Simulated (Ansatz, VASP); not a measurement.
## One calculation of CuI, two programs

Contents of INCAR:

```
PREC = Accurate ; ENCUT = 520
EDIFF = 1E-7 ; ISMEAR = -1
SIGMA = 0.02 ; LREAL = F
LASPH = T ; NELM = 100
ALGO = Normal ; ISIF = 2
LWAVE = F ; LCHARG = F
GGA = PE ; NBANDS = 26
```

File KPOINTS:

```
Automatic mesh
0
Gamma
  5 5 6
```

POSCAR

```
CuI
1.0
    3.7331675900     -3.7110863700      0.0000000000
    3.7331675900      3.7110863700      0.0000000000
    0.0000000000      0.0000000000      4.3931376234
Cu I
2 2
Direct
    0.4204388300      0.5795611700      0.7500000000
    0.5795611700      0.4204388300      0.2500000000
    0.7700426800      0.2299573200      0.7500000000
    0.2299573200      0.7700426800      0.2500000000
```

Input for Ansatz:

```yaml
crystal:
  lattice:
    - [3.73316759, -3.71108637, 0.0]
    - [3.73316759, 3.71108637, 0.0]
    - [0.0, 0.0, 4.3931376234]
  atoms:
    - { symbol: Cu, position: [0.42043883, 0.57956117, 0.75] }
    - { symbol: Cu, position: [0.57956117, 0.42043883, 0.25] }
    - { symbol: I, position: [0.77004268, 0.22995732, 0.75] }
    - { symbol: I, position: [0.22995732, 0.77004268, 0.25] }
kpoints:
  mp_grid: { grid: [5, 5, 6] }
  band_path:
    path:
      - [0.0, 0.0, 0.0]
      - [0.5, 0.5, 0.0]
      - [0.4970513089, 0.5029486911, 0.0]
      - [-0.4970513089, 0.4970513089, 0.0]
      - [0.0, 0.0, 0.0]
      - [0.0, 0.0, 0.5]
      - [-0.4970513089, 0.4970513089, 0.5]
      - [0.4970513089, 0.5029486911, 0.5]
      - [0.5, 0.5, 0.5]
    npoints: 5
scf:
  occupations: { method: fermi_dirac, width: 0.02 }
hamiltonian:
  xc: pbe
  pseudopotentials: { kind: all_electron, lapw: { basis_error: 0.0005 } }
output:
  forces: true
  stress: true
  eigenvalues: true
```

Change from the starting cell: zz strain of +2 %.

Alike in both runs: task single point; functional PBE; k mesh 5 × 5 × 6; occupations fermi-dirac, width 0.02 eV; no spin polarisation.

|  | VASP | Ansatz |
| --- | --- | --- |
| version | VASP 6.6.1 | Ansatz 0.2.0 |
| potentials or method | VASP PAW PBE potentials, release 64 (Cu, I) | all-electron LAPW, scalar-relativistic |
| plane-wave cutoff (eV) | 520 | see its input |

|  | VASP | Ansatz | Ansatz less VASP |
| --- | --- | --- | --- |
| gap on the k mesh at the Fermi level (eV) | 1.05 | 1.03 | -0.016 |
| pressure (GPa) | 0.3 | 0.2 | -0.07 |
| largest component of the traceless stress (GPa) | 0.83 | 0.90 | +0.064 |
| rms of the force components (eV/Å) | 0.037 | 0.033 | -0.0041 |

Atom by atom the forces differ by 0.005 eV/Å (rms over components). Ansatz ran all-electron here, so the differences hold the error of VASP's frozen core and of both bases.

Caveats: spin-orbit coupling is left out, which moves the levels of the heavy elements; an odd mesh through Γ misses points on the zone boundary, where band edges often lie.
